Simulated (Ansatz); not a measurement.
Crystal: Na.

```
Na
1.0
    -2.14100    2.14100    2.14100
     2.14100   -2.14100    2.14100
     2.14100    2.14100   -2.14100
Na
1
Cartesian
  0.0000 0.0000 0.0000
```

```yaml
Program: Ansatz 0.2.0
Task: single point
Functional: PBE
Potentials_or_basis: Ansatz PAW
Cutoff: "420 eV (not typed: the program's choice for these potentials)"
k_mesh: 9 × 9 × 9
Occupations: fermi-dirac, width 0.05 eV
Spin: no spin polarisation
```

On this cell: pressure -0.4 GPa; band gap on the k mesh none (metal or under the smearing width).

The same run follows on a disturbed copy (cell strained at random at fixed volume):

```
Na
1.0
    -2.05761    2.14356    2.19933
     2.10814   -2.08308    2.18937
     2.09200    2.11746   -2.13885
Na
1
Direct
  0.99870 0.99979 0.99469
```

**Question.** What does the disturbed cell give?

**Answer.** The energy (extrapolated to zero smearing) moves by +1.8 meV/atom; pressure -0.4 GPa; band gap on the k mesh none (metal or under the smearing width).

Stress tensor (GPa, compression positive):
```
-0.40 -0.09 -0.15
-0.09 -0.37 -0.20
-0.15 -0.20 -0.51
```
